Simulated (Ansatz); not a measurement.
# Work and stress of cleavage in PtSe$_{2}$

All numbers below come from DFT LDA, scalar-relativistic, plane waves, PAW in Ansatz. The runs took a 420 eV cutoff, a Γ-centred 13×9×4 mesh and Gaussian smearing (0.15 eV). Spin–orbit coupling is left out, which can shift energies with elements as heavy as these. No spin polarisation. Energies are free energies at this smearing, counted from the undisturbed cell; pressure is positive in compression.

The undisturbed cell (as given, not relaxed at this level; it stands at -0.5 GPa):

```yaml
crystal:
  lattice:
    - [1.86200, -3.22508, 0.00000]
    - [0.00000, 0.00000, -5.06200]
    - [11.17200, 6.45016, 0.00000]
  atoms:
    - { symbol: Pt, position: [0.00000, 0.00000, 0.87500] }
    - { symbol: Pt, position: [0.50000, 0.00000, 0.12500] }
    - { symbol: Pt, position: [0.00000, 0.00000, 0.37500] }
    - { symbol: Pt, position: [0.50000, 0.00000, 0.62500] }
    - { symbol: Se, position: [0.50000, 0.75000, 0.95833] }
    - { symbol: Se, position: [0.00000, 0.75000, 0.20833] }
    - { symbol: Se, position: [0.50000, 0.75000, 0.45833] }
    - { symbol: Se, position: [0.00000, 0.75000, 0.70833] }
    - { symbol: Se, position: [0.00000, 0.25000, 0.04167] }
    - { symbol: Se, position: [0.50000, 0.25000, 0.29167] }
    - { symbol: Se, position: [0.00000, 0.25000, 0.54167] }
    - { symbol: Se, position: [0.50000, 0.25000, 0.79167] }
```

The cut lies on the cell's a–b face, a (1 0 0) plane (indices in the standard cell, whose axes needn't be the Cartesian ones shown) of area 18.85 Å², between layers 1.08 Å apart. Vector c is lengthened by d along the normal with the atoms' Cartesian places fixed: one unrelaxed cut a cell. The traction is positive where the two halves pull on each other.

| d (Å) | energy (J/m²) | traction (GPa) |
| --- | --- | --- |
| -0.30 | 0.70 | -55.5 |
| 0.00 | 0.00 | 0.1 |
| 0.50 | 0.73 | 20.2 |
| 1.00 | 1.58 | 12.4 |
| 2.00 | 2.16 | 2.3 |
| 3.00 | 2.29 | 0.6 |
| 6.00 | 2.33 | 0.0 |

Question: What are the work of separation and the cleavage stress, and do they fit the universal binding curve?

Answer: The energy levels off near W ≈ 2.33 J/m² (the traction is down to 0.0 GPa), the energy of the two unrelaxed faces, 1.17 J/m² each on average. The largest sampled traction is 20.2 GPa at d = 0.50 Å, and a parabola through it and its two neighbours peaks at σ_max ≈ 20.9 GPa, d ≈ 0.61 Å. The curve E = W[1 − (1 + d/ℓ)exp(−d/ℓ)] peaks in traction at d = ℓ with σ_max = W/(eℓ); with 1 J/m² per Å = 10 GPa this W and σ_max give ℓ = 0.41 Å. A parabola through that curve at the same three d peaks at 0.60 Å, against 0.61 Å here, a fair fit. Real crystals break at far lower stress, because cracks concentrate it, and on the plane of lowest W, which needn't be this one.

The cut is rigid; relaxing the faces lowers these energies and usually the stresses. The start isn't at rest at this level: it stands under -0.5 GPa with forces up to 0.17 eV/Å, so these aren't the figures of the relaxed crystal.

In a metal these slopes depend on the k mesh and the smearing.

Cost: 7 runs of about 56 core-minutes in all, on Intel Xeon Processor @ 2.50GHz (Skylake/Cascade Lake) (shared hosts).